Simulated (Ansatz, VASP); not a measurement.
# Cross-check of HfS2 between VASP and Ansatz, part 2 of 2

Wanted: the spread between two codes on one cell, functional and k mesh. Of the first pair: The structure shown is the end of the Ansatz relaxation below.

VASP 6.6.1 and Ansatz 0.2.0.

So far: Set-up; Ansatz: relaxation, PBE with D3(BJ); VASP: single point, PBE with D3(BJ), relaxed cell, pair 1; Comparison.

## 6. VASP: single point, PBE with D3(BJ), start cell, pair 2

Level of this step: PBE with D3(BJ); plane waves and PAW (S, Hf_pv) (VASP).

The same cell, functional, mesh and smearing now go to VASP, with its own data sets.

INCAR reads:

```
SYSTEM = HfS2
PREC = Accurate
ENCUT = 400
EDIFF = 1E-06
NELM = 120
ISMEAR = -1
SIGMA = 0.02
LREAL = .FALSE.
ALGO = Normal
GGA = PE
IVDW = 12
NBANDS = 28
LASPH = .TRUE.
LORBIT = 11
LWAVE = .FALSE.
LCHARG = .FALSE.
ISIF = 2
LDIPOL = .TRUE.
IDIPOL = 3
DIPOL = 0.5 0.5 0.5
LVHAR = .TRUE.
GGA_COMPAT = .FALSE.
EFERMI = MIDGAP
NELMDL = -8
KPAR = 2
```

POSCAR reads:

```
HfS2
1.0
    3.6396640000      0.0000000000      0.0000000000
   -1.8198320000      3.1520420000      0.0000000000
    0.0000000000      0.0000000000     45.0000000000
S Hf
4 2
Direct
    0.3333332805      0.6666665609      0.4009514667
    0.6666667195      0.3333334391      0.4644804889
    0.3333332805      0.6666665609      0.5355195111
    0.6666667195      0.3333334391      0.5990485333
    0.0000000000      0.0000000000      0.4327159778
    0.0000000000      0.0000000000      0.5672840222
```

KPOINTS reads:

```
Automatic mesh
0
Gamma
6 6 1
0 0 0
```

The projector-augmented-wave data sets are S and Hf_pv (PBE family, release 64).

Command:

```sh
mpirun -np 2 vasp_std
```

Numbers of over 12 decimals in the logs are rounded to 6 here.

Output:

```text
[banner, memory and clock lines left out]
running    2 mpi-ranks, on    1 nodes
[...]
LDA part: xc-table for (Slater+PW92), standard interpolation
 POSCAR, INCAR and KPOINTS ok, starting setup
[...]
entering main loop
       N       E                     dE             d eps       ncg     rms          rms(c)
DAV:   1     0.265254922243E+03    0.26525E+03   -0.16571E+04   512   0.945E+02
DAV:   2    -0.107120615443E+02   -0.27597E+03   -0.27188E+03   544   0.209E+02
DAV:   3    -0.484061130187E+02   -0.37694E+02   -0.37507E+02   460   0.766E+01
DAV:   4    -0.494964022916E+02   -0.10903E+01   -0.10860E+01   512   0.160E+01
[...]
DAV:  26    -0.458067780747E+02   -0.53515E-05   -0.16983E-07   256   0.919E-04    0.217E-03
DAV:  27    -0.458067800332E+02   -0.19585E-05   -0.44525E-08   220   0.562E-04    0.147E-03
DAV:  28    -0.458067803137E+02   -0.28048E-06   -0.10496E-08   196   0.370E-04
   1 F= -.47422379E+02 E0= -.47422379E+02  d E =-.204234E-14
```

Parts of OUTCAR (step 6):

```text
 Edisp (eV)   -1.61560

  Total      -0.81719    -0.81719     0.16024     0.00000    -0.00000    -0.00000
  in kB      -2.53611    -2.53611     0.49730     0.00000    -0.00000    -0.00000
  external pressure =       -1.52 kB  Pullay stress =        0.00 kB

 POSITION                                       TOTAL-FORCE (eV/Angst)
 -----------------------------------------------------------------------------------
      0.00000      2.10136     18.04282        -0.000000     -0.000000     -0.114612
      1.81983      1.05068     20.90162         0.000000      0.000000      0.166186
      0.00000      2.10136     24.09838        -0.000000     -0.000000     -0.166186
      1.81983      1.05068     26.95718        -0.000000      0.000000      0.114612
      0.00000      0.00000     19.47222         0.000000      0.000000      0.046093
      0.00000      0.00000     25.52778         0.000000     -0.000000     -0.046093
 -----------------------------------------------------------------------------------
    total drift:                               -0.000000      0.000000      0.000000

  FREE ENERGIE OF THE ION-ELECTRON SYSTEM (eV)
  ---------------------------------------------------
  free  energy   TOTEN  =       -47.4223787184 eV

  energy  without entropy=      -47.4223787184  energy(sigma->0) =      -47.42237872

[... 3 further parts left out ...]
[key lines of the parts left out:]
E-fermi :  -3.2657
```

## 7. Differences

What differs besides the data sets and the points named for the pairs above, as far as they apply: the data sets hold 76 valence electrons in Ansatz (on its PAW soft_1 files) and 44 in VASP. Total energies have different zeros and are not compared.

Forces (eV/Å; atoms numbered as in POSCAR):

```tsv
atom	Ansatz x, y, z	VASP x, y, z
S1	0.000, 0.000, -0.179	0.000, 0.000, -0.115
S2	0.000, 0.000, 0.231	0.000, 0.000, 0.166
S3	0.000, 0.000, -0.231	0.000, 0.000, -0.166
S4	0.000, 0.000, 0.179	0.000, 0.000, 0.115
Hf5	0.000, 0.000, 0.047	0.000, 0.000, 0.046
Hf6	0.000, 0.000, -0.047	0.000, 0.000, -0.046
```

The forces differ by 31 meV/Å r.m.s., which is 44.3 % of the r.m.s. force of 0.069 eV/Å (both taken over all components). With vacuum in the cell, a pressure given here is an average over mostly empty space and none of the material.

## 8. Ansatz: relaxation, PBE with D3(BJ)

The two programs are compared at the cell with which this relaxation starts, whose forces are those of its first step. This pair takes another cell of the material, with 9 atoms against 6 for the pair before.

The structure compared here is the start of the Ansatz relaxation; VASP solves that cell, so the two are compared at the walk's first step.

input.yaml reads:

```yaml
crystal:
  lattice:
    - [3.63966418, 0.0, 0.0]
    - [-1.81983209, 3.1520416411, 0.0]
    - [0.0, 0.0, 57.1]
  atoms:
    - { symbol: S, position: [0.33333333, 0.66666666, 0.368914785] }
    - { symbol: Hf, position: [0.0, 0.0, 0.3939481202] }
    - { symbol: S, position: [0.66666667, 0.33333334, 0.4189814475] }
    - { symbol: S, position: [0.33333333, 0.66666666, 0.4749666727] }
    - { symbol: Hf, position: [0.0, 0.0, 0.5] }
    - { symbol: S, position: [0.66666667, 0.33333334, 0.5250333273] }
    - { symbol: S, position: [0.33333333, 0.66666666, 0.5810185525] }
    - { symbol: Hf, position: [0.0, 0.0, 0.6060518798] }
    - { symbol: S, position: [0.66666667, 0.33333334, 0.631085215] }
  periodic: [true, true, false]
kpoints:
  mp_grid: { grid: [6, 6, 1] }
hamiltonian:
  xc: pbe
  dispersion: d3bj
  pseudopotentials: { kind: paw, azcp: { folder: soft_1 } }
scf:
  occupations: { method: fermi_dirac, width: 0.02 }
relax:
  f_tol: 0.01
  max_steps: 100
  cell: {}
```

Command:

```sh
ansatz run input.yaml --threads 4 --pin off --max-ram 17510MiB --backend cpu --events-out ev --progress --plain --runs-dir out
```

Output:

```text
[...]
Crystal: 9 atoms, lattice volume = 655.073 Å³
Basis set: ecut = 420 eV, 12635 PW (Γ), exchange–correlation on 50×50×768 points (8 copies of the dense FFT grid, shifted against one another)
Bands: 69, of which v1, the nominal top of the filled ones, is band 57 counted from 1 (56 counted from 0)
Symmetry: 12 space group operations
[...]
k-points: 7 of 36
[...]
- { symbol: S, position: [0.666667, 0.333333, 0.424391] }
    - { symbol: S, position: [0.333333, 0.666667, 0.474564] }
    - { symbol: Hf, position: [0, 0, 0.5] }
    - { symbol: S, position: [0.666667, 0.333333, 0.525436] }
    - { symbol: S, position: [0.333333, 0.666667, 0.575609] }
    - { symbol: Hf, position: [-1.6741708534199807e-18, -3.3483417068399613e-18, 0.601057] }
    - { symbol: S, position: [0.666667, 0.333333, 0.626551] }
[key lines of the parts left out:]
SCF converged after 8 iterations
Free energy (F): -52595.688821 eV
Fermi energy:    -5.764035 eV
P = ½ c Tr σ = -0.0470 N/m
```

## 9. VASP: single point, PBE with D3(BJ), start cell, pair 3

The same cell, functional, mesh and smearing now go to VASP, with its own data sets.

INCAR: that of step 6 with these lines changed.

```diff
@@ -11,3 +11,3 @@
 IVDW = 12
-NBANDS = 28
+NBANDS = 42
 LASPH = .TRUE.
```

POSCAR reads:

```
HfS2
1.0
    3.6396640000      0.0000000000      0.0000000000
   -1.8198320000      3.1520420000      0.0000000000
    0.0000000000      0.0000000000     57.1000000000
S Hf
6 3
Direct
    0.3333332805      0.6666665609      0.3689147811
    0.6666667195      0.3333334391      0.4189814536
    0.3333332805      0.6666665609      0.4749666725
    0.6666667195      0.3333334391      0.5250333275
    0.3333332805      0.6666665609      0.5810185464
    0.6666667195      0.3333334391      0.6310852189
    0.0000000000      0.0000000000      0.3939481261
    0.0000000000      0.0000000000      0.5000000000
    0.0000000000      0.0000000000      0.6060518739
```

KPOINTS is that of step 6.

Command:

```sh
mpirun -np 2 vasp_std
```

Output:

```text
[banner, memory and clock lines left out]
running    2 mpi-ranks, on    1 nodes
[...]
LDA part: xc-table for (Slater+PW92), standard interpolation
|                                                                             |
|           W    W    AA    RRRRR   N    N  II  N    N   GGGG   !!!           |
|           W    W   A  A   R    R  NN   N  II  NN   N  G    G  !!!           |
|           W    W  A    A  R    R  N N  N  II  N N  N  G       !!!           |
|           W WW W  AAAAAA  RRRRR   N  N N  II  N  N N  G  GGG   !            |
|           WW  WW  A    A  R   R   N   NN  II  N   NN  G    G                |
|           W    W  A    A  R    R  N    N  II  N    N   GGGG   !!!           |
|                                                                             |
|     One of the lattice vectors is very long (>50 A), but AMIN is rather     |
|     large. This can spoil convergence since charge sloshing might occur     |
|     along the long lattice vector. If problems with convergence are         |
|     observed, try to decrease AMIN to a smaller value (e.g. 0.01).          |
|     Note: This warning only applies if the self-consistency cycle is        |
|     used.                                                                   |
|                                                                             |

 POSCAR, INCAR and KPOINTS ok, starting setup
[...]
entering main loop
       N       E                     dE             d eps       ncg     rms          rms(c)
DAV:   1     0.402967134970E+03    0.40297E+03   -0.25471E+04   756   0.974E+02
DAV:   2    -0.192960264689E+02   -0.42226E+03   -0.41132E+03   794   0.232E+02
DAV:   3    -0.725786972365E+02   -0.53283E+02   -0.52873E+02   670   0.775E+01
DAV:   4    -0.742068033309E+02   -0.16281E+01   -0.16177E+01   752   0.162E+01
[...]
DAV:  28    -0.687052538474E+02   -0.40668E-05   -0.54683E-08   340   0.726E-04    0.924E-04
DAV:  29    -0.687052562783E+02   -0.24309E-05   -0.37976E-08   328   0.469E-04    0.617E-04
DAV:  30    -0.687052568237E+02   -0.54538E-06   -0.83414E-09   294   0.247E-04
   1 F= -.71265473E+02 E0= -.71265473E+02  d E =-.394877E-14
```

OUTCAR, selected parts (step 9):

```text
 Edisp (eV)   -2.56022

  Total      -1.35807    -1.35807    -0.04240    -0.00000     0.00000     0.00000
  in kB      -3.32156    -3.32156    -0.10370    -0.00000     0.00000     0.00000
  external pressure =       -2.25 kB  Pullay stress =        0.00 kB

 POSITION                                       TOTAL-FORCE (eV/Angst)
 -----------------------------------------------------------------------------------
      0.00000      2.10136     21.06503        -0.000000     -0.000000     -0.114205
      1.81983      1.05068     23.92384        -0.000000      0.000000      0.168106
      0.00000      2.10136     27.12060        -0.000000      0.000000     -0.157027
      1.81983      1.05068     29.97940        -0.000000     -0.000000      0.157027
      0.00000      2.10136     33.17616         0.000000     -0.000000     -0.168106
      1.81983      1.05068     36.03497         0.000000      0.000000      0.114205
      0.00000      0.00000     22.49444         0.000000     -0.000000      0.047496
      0.00000      0.00000     28.55000         0.000000     -0.000000     -0.000000
      0.00000      0.00000     34.60556         0.000000     -0.000000     -0.047496
 -----------------------------------------------------------------------------------
    total drift:                               -0.000000      0.000000      0.000000

  FREE ENERGIE OF THE ION-ELECTRON SYSTEM (eV)
  ---------------------------------------------------
  free  energy   TOTEN  =       -71.2654728488 eV

  energy  without entropy=      -71.2654728488  energy(sigma->0) =      -71.26547285

[... 3 further parts left out ...]
[key lines of the parts left out:]
E-fermi :  -2.8223
```

## 10. Side by side

What differs besides the data sets and the points named for the pairs above, as far as they apply: the data sets hold 114 valence electrons in Ansatz (on its PAW soft_1 files) and 66 in VASP. Total energies have different zeros and are not compared.

Forces (eV/Å; atoms numbered as in POSCAR):

```tsv
atom	Ansatz x, y, z	VASP x, y, z
S1	0.000, 0.000, -0.179	0.000, 0.000, -0.114
S2	0.000, 0.000, 0.233	0.000, 0.000, 0.168
S3	0.000, 0.000, -0.222	0.000, 0.000, -0.157
S4	0.000, 0.000, 0.222	0.000, 0.000, 0.157
S5	0.000, 0.000, -0.233	0.000, 0.000, -0.168
S6	0.000, 0.000, 0.179	0.000, 0.000, 0.114
Hf7	0.000, 0.000, 0.048	0.000, 0.000, 0.047
Hf8	0.000, 0.000, 0.000	0.000, 0.000, 0.000
Hf9	0.000, 0.000, -0.048	0.000, 0.000, -0.047
```

The forces differ by 31 meV/Å r.m.s., which is 43.0 % of the r.m.s. force of 0.071 eV/Å (both taken over all components). With vacuum in the cell, a pressure given here is an average over mostly empty space and none of the material.

## 11. Results

```yaml
r_m_s_force_difference_single_point_pbe_with_d3_bj_relaxed_cell_pair_1: 31 meV/Å
r_m_s_force_difference_single_point_pbe_with_d3_bj_start_cell_pair_2: 31 meV/Å
r_m_s_force_difference_single_point_pbe_with_d3_bj_start_cell_pair_3: 31 meV/Å
```

The r.m.s. force difference is 31 meV/Å (single point, PBE with D3(BJ), relaxed cell, pair 1), beyond the 12 meV/Å picked in this series as the mark of a large difference. The data sets hold unlike numbers of valence electrons (38 in Ansatz and 22 in VASP, 76 in Ansatz and 44 in VASP and 114 in Ansatz and 66 in VASP), so part of the differences comes from the potentials. What causes the difference of the single point, PBE with D3(BJ), relaxed cell, pair 1 pair stays open here. What causes the difference of the single point, PBE with D3(BJ), start cell, pair 2 pair stays open here. What causes the difference of the single point, PBE with D3(BJ), start cell, pair 3 pair stays open here. 2 further runs of this series are not shown here. Such differences can come from data sets, numerical settings and the points named under the comparisons, not from the functional's error against experiment.

[Lines on the potential files, build, host, timing and source positions are cut from VASP's logs without a mark.]

[Logs are printed without paths, hosts, clocks, repeated set-up lines and the standing remarks that a program may print on its own settings, such as how far it seeks lower states.]

[Hosts, paths, dates, database ids (printed as entryN), source tags and the programs' standing remarks are cut or masked in the printed files.]
